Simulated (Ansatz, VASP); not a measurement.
# CdSe (Cadmoselite) in VASP and in Ansatz

File INCAR:

```
SYSTEM = CdSe
  PREC = Accurate
  ENCUT = 520
  EDIFF = 1E-8
  ISMEAR = 0
  SIGMA = 0.02
  LREAL = .False.
  LASPH = .True.
  NELM = 100
  ALGO = Normal
  ISIF = 2
  LWAVE = .False.
  LCHARG = .False.
  GGA = PE
  LEFG = .True.
```

File KPOINTS:

```
Automatic mesh
0
Gamma
  7 7 4
  0 0 0
```

File POSCAR:

```
CdSe
1.0
    4.3000000000      0.0000000000      0.0000000000
   -2.1500000000      3.7239092363      0.0000000000
    0.0000000000      0.0000000000      7.0200000000
Cd Se
2 2
Direct
    0.6666666667      0.3333333333      0.5000000000
    0.3333333333      0.6666666667      0.0000000000
    0.6666666667      0.3333333333      0.8850000000
    0.3333333333      0.6666666667      0.3850000000
```

The input input.yaml:

```yaml
crystal:
  lattice:
    - [4.3, 0.0, 0.0]
    - [-2.15, 3.7239092363, 0.0]
    - [0.0, 0.0, 7.02]
  atoms:
    - { symbol: Cd, position: [0.6666666667, 0.3333333333, 0.5] }
    - { symbol: Cd, position: [0.3333333333, 0.6666666667, 0.0] }
    - { symbol: Se, position: [0.6666666667, 0.3333333333, 0.885] }
    - { symbol: Se, position: [0.3333333333, 0.6666666667, 0.385] }
hamiltonian:
  xc: pbe
  pseudopotentials: { kind: paw }
kpoints:
  mp_grid: { grid: [7, 7, 4] }
scf:
  occupations: { method: gaussian, width: 0.02 }
output:
  forces: true
  stress: true
  eigenvalues: true
```

Alike in both runs: functional PBE; k mesh 7 × 7 × 4; occupations gaussian, width 0.02 eV; no spin polarisation.

|  | VASP | Ansatz |
| --- | --- | --- |
| version | VASP 6.6.1 | Ansatz 0.2.0 |
| potentials or method | VASP PAW PBE potentials, release 64 (Cd, Se) | Ansatz PAW |
| plane-wave cutoff (eV) | 520 | 420 |
| valence electrons in the cell | 36 | 72 |
| task | electric field gradients | single point |

```csv
,VASP,Ansatz,Ansatz less VASP
gap on the k mesh at the Fermi level (eV),0.70,0.70,0.000
least direct gap on the mesh (eV),0.70,0.70,0.000
pressure (GPa),3.3,3.0,-0.33
largest component of the traceless stress (GPa),1.40,1.35,-0.053
rms of the force components (eV/Å),0.168,0.163,-0.0055
```

Atom by atom the forces differ by 0.006 eV/Å (rms over components). The two sets of potentials don't hold the same shells in valence.

Caveats: odd divisions of the mesh miss points on the zone boundary, where band edges often lie, so the gap on the mesh can be too wide (Ansatz).
